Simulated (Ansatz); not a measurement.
# TiO2: do the settings matter for the field gradients?

This input was run with Ansatz:

```yaml
crystal:
  lattice:
    - [4.5318, 0.0, 0.0]
    - [0.0, 5.5019, 0.0]
    - [0.0, 0.0, 4.9063]
  atoms:
    - { symbol: Ti, position: [0.0, 0.1704, 0.25] }
    - { symbol: Ti, position: [0.5, 0.3296, 0.75] }
    - { symbol: Ti, position: [0.0, 0.8296, 0.75] }
    - { symbol: Ti, position: [0.5, 0.6704, 0.25] }
    - { symbol: O, position: [0.2716, 0.3814, 0.4142] }
    - { symbol: O, position: [0.2284, 0.1186, 0.9142] }
    - { symbol: O, position: [0.7716, 0.1186, 0.5858] }
    - { symbol: O, position: [0.7284, 0.3814, 0.0858] }
    - { symbol: O, position: [0.7284, 0.6186, 0.5858] }
    - { symbol: O, position: [0.7716, 0.8814, 0.0858] }
    - { symbol: O, position: [0.2284, 0.8814, 0.4142] }
    - { symbol: O, position: [0.2716, 0.6186, 0.9142] }
kpoints:
  mp_grid: { grid: [5, 4, 4] }
scf:
  occupations: { method: fermi_dirac, width: 0.02 }
hamiltonian:
  xc: pbe
  pseudopotentials: { kind: paw }
output:
  forces: true
  stress: true
  populations: true
  efg:
    quadrupole_moments_barn: { Ti: 0.247, O: -0.02558 }
    contact_densities: true
basis:
  ecutwfc: "14.7 Ry"
```

```sh
ansatz run input.yaml --threads 1 --pin off --max-ram 2560MiB --backend cpu --events-out ev --progress --plain --runs-dir out
```

It converged. Of its output the block on the nuclei alone is shown, without the SCF iterations, energies, forces and stress (one atom of each set):

```
--- PAW observables at the nuclei: V_zz in 10²¹ V/m², potentials from the cell's mean, atoms counted from 1 ---
  atom   1  Ti V_zz =    +1.383055   η = 0.6817   by run symmetry: allowed   C_q = +8.2602 MHz
            electrostatic potential = -2520.685219 V   contact ρ = 56793.469423 e/Å³
  atom   5  O  V_zz =    -1.774312   η = 0.8193   by run symmetry: allowed   C_q = +1.0975 MHz
            electrostatic potential = -617.768207 V   contact ρ = 2160.827695 e/Å³
```

Task: Can these gradients be trusted, and how do they compare with a run on standard settings?

Result: Not as converged values. Against the standard input the change is `basis.ecutwfc`: not typed → 14.7 Ry. A site carries the number of its first atom; V_zz in 10²¹ V/m².

```csv
site,V_zz standard,η standard,V_zz here,η here
Ti,-2.14,0.71,1.38,0.68
O,-2.77,0.52,-1.77,0.82
```

The largest change of V_zz along a kept axis is on O, from -2.77 to -1.77. In per cent, |V_zz| changes by -36 on O (all sites that start above 0.5, bar those whose gradient vanishes or changes sign or whose main axis turns by over 40°). Where |V_zz| stays above 0.1 and the axes keep their order, η moves most on O, from 0.52 to 0.82. On Ti the largest principal value lies along another axis in the second run, so the two V_zz can't be compared directly. At these positions the changed run has forces up to 1.5 eV/Å, so its atoms aren't at their own equilibrium. Its pressure is 19 GPa, against 6 GPa in the reference run. SCF iterations: 6 and 8. New warnings: cutoff below recommended. In the changed run the cutoff of 200 eV lies below the one recommended for these PAW files, so its values aren't converged ones.

On the reference run: At this cell the PBE pressure is 6 GPa, so with PBE the cell would grow if it were relaxed. The values hang on the deposited positions: relaxing the atoms moves V_zz on Ti from -2.14 to 2.83.
